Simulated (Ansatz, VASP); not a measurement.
**Two plane-wave programs on GaN**

```
Ga N
1.0
     0.00000    1.99250    1.99250
     1.99250    0.00000    1.99250
     1.99250    1.99250    0.00000
Ga N
1 1
Direct
  0.50000 0.50000 0.50000
  0.00000 0.00000 0.00000
```

Alike in both runs: task electric field gradients; functional PBE; k mesh 4 × 4 × 4; occupations fermi-dirac, width 0.02 eV; no spin polarisation.

|  | VASP | Ansatz |
| --- | --- | --- |
| version | VASP 6.6.1 | Ansatz 0.2.0 |
| potentials or method | VASP PAW PBE potentials, release 64 (Ga_d, N) | PAW with Ansatz's default frozen-core files, scalar-relativistic |
| plane-wave cutoff (eV) | 520 | 420 |
| valence electrons in the cell | 18 | 18 |

|  | VASP | Ansatz | Ansatz less VASP |
| --- | --- | --- | --- |
| gap on the k mesh at the Fermi level (eV) | 1.88 | 1.89 | +0.013 |
| Vzz of the field gradient on the site that differs most (V/Å²) | 0.0 | 0.0 | 0.00 |

The functional is the same, so the differences come from potentials, cutoffs and numerics.

Caveats: the k mesh is coarse (spacing up to 0.68 Å⁻¹), so the values aren't converged. A k mesh can miss the band edges.
